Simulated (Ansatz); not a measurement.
SrF₂ (fluorite)

```yaml
crystal:
  lattice:
    - [0.00000, 5.85727, 5.85727]
    - [2.92864, 0.00000, 2.92864]
    - [2.92864, 2.92864, 0.00000]
  atoms:
    - { symbol: Sr, position: [0.00000, 0.00000, 0.00000] }
    - { symbol: Sr, position: [0.50000, 0.00000, 0.00000] }
    - { symbol: F, position: [0.12500, 0.25000, 0.25000] }
    - { symbol: F, position: [0.62500, 0.25000, 0.25000] }
    - { symbol: F, position: [0.37500, 0.75000, 0.75000] }
    - { symbol: F, position: [0.87500, 0.75000, 0.75000] }
```

A phonon eigenvector at L = (0.5, 0.0, 0.0) is frozen into this cell: atom i moves by Q times the vector below, so Q is the largest atomic displacement, in Å. The cell is held. (q is in reciprocal vectors of the primitive cell; the cell shown is doubled to hold the pattern.)

```tsv
atom	x	y	z
Sr1	-0.577	0.577	0.577
Sr2	0.577	-0.577	-0.577
F3	-0.417	0.417	0.417
F4	0.417	-0.417	-0.417
F5	0.417	-0.417	-0.417
F6	-0.417	0.417	0.417
```

All values below come from PBE (plane waves to 420 eV, PAW, scalar-relativistic; Ansatz, a first-principles code). k mesh 5×10×10 (Γ-centred), Fermi-Dirac smearing 0.05 eV. SrF2 was relaxed with its symmetry unable to fall. 

```csv
Q (Å),−dE/dQ from forces (eV/Å)
-0.280,13.868
-0.233,9.558
-0.187,6.439
-0.140,4.170
-0.093,2.481
-0.047,1.154
0.000,0.000
0.047,-1.154
0.093,-2.481
0.140,-4.169
0.187,-6.439
0.233,-9.558
0.280,-13.868
```

**Question.** What harmonic wavenumber does the curvature at Q = 0 give?

**Answer.** 175 cm⁻¹. E″ = 24.10 eV/Å², M = Σ mᵢ|uᵢ|² = 214.9 u, ν̃ = 521.5·√(|E″|/M).

(A displaced cell: forces are minus the slopes of the energy, force constants its curvatures, and phonons follow from these.)
